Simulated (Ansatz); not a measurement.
# Mg3Sb2: the cost of one run

Program: Ansatz 0.2.0. Level of theory: DFT PBE, plane waves, PAW, scalar-relativistic, no spin polarisation. These are calculated values, not measurements.

## Step 1: The starting structure

The cell holds 5 atoms (Mg3Sb2): a = 4.651 Å, b = 4.651 Å, c = 7.354 Å, α = 90.00°, β = 90.00°, γ = 120.00°.

Coordinates:

```xyz
5
Lattice="4.6514 0.0000 0.0000 -2.3257 4.0282 0.0000 0.0000 0.0000 7.3537" Properties=species:S:1:pos:R:3 pbc="T T T"
Mg   -0.0002    2.6856    4.6328
Mg    2.3259    1.3426    2.7209
Sb   -0.0002    2.6856    1.7281
Sb    2.3259    1.3426    5.6256
Mg    0.0000    0.0000    0.0000
```

## Step 2: Dynamics

input.yaml reads:

```yaml
crystal:
  lattice:
    - [4.65137653, 3.1e-07, 0.0]
    - [-2.325688, 4.02821039, 0.0]
    - [0.0, 0.0, 7.353681]
  atoms:
    - { symbol: Mg, position: [0.3333, 0.6667, 0.63] }
    - { symbol: Mg, position: [0.6667, 0.3333, 0.37] }
    - { symbol: Sb, position: [0.3333, 0.6667, 0.235] }
    - { symbol: Sb, position: [0.6667, 0.3333, 0.765] }
    - { symbol: Mg, position: [0.0, 0.0, 0.0] }
kpoints:
  mp_grid: { grid: [4, 4, 2] }
magnetization:
  spin_polarized: false
scf:
  occupations: { method: fermi_dirac, width: 0.1 }
hamiltonian:
  pseudopotentials: { kind: paw }
  xc: pbe
basis:
  ecutwfc: 420
md:
  timestep: 1.0
  n_steps: 40
  ensemble: nve
  temperature: 2000.0
  initial_velocities: maxwell_boltzmann
  seed: 164646
```

Started as:

```console
$ ansatz run input.yaml --threads 2 --pin off --max-ram 2560MiB --backend cpu --events-out ev --progress --plain --runs-dir out
```

What time and memory should one allow on 2 threads of Arm Neoverse V1, shared host?

About 100 s, with a peak of 0.43 GiB.
